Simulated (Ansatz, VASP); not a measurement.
**ScAl in VASP and in Ansatz**

```
CELL_PARAMETERS angstrom
3.19328 0.00000 0.00000
0.00000 3.19328 0.00000
0.00000 0.00000 3.19328
ATOMIC_POSITIONS crystal
Sc 0.50000 0.50000 0.50000
Al 0.00000 0.00000 0.00000
```

Alike in both runs: functional PBEsol; k mesh 14 × 14 × 14; occupations fermi-dirac, width 0.1 eV; no spin polarisation.

Ansatz relaxed the structure, and its values are those at the end. VASP's run is a single point on that final structure, the one shown.

```csv
,VASP,Ansatz
version,VASP 6.6.1,Ansatz 0.2.0
potentials or method,"VASP PAW PBE potentials, release 64 (Sc_sv, Al)","PAW with Ansatz's default frozen-core files, scalar-relativistic"
plane-wave cutoff (eV),520,420
valence electrons in the cell,14,14
```

VASP gave:

| Item | Value |
| --- | --- |
| pressure (GPa) | 15.2 |

Question: Which values does Ansatz return?

Answer: Pressure (GPa): 15.0.

With one functional, cell and mesh, what is left measures potentials, basis and numerics.

Caveats: so large a pressure means that the cell lies far from this level's equilibrium, or that cutoff or potentials fall short (VASP); the potentials were made for another functional, which shifts forces and pressure (VASP).
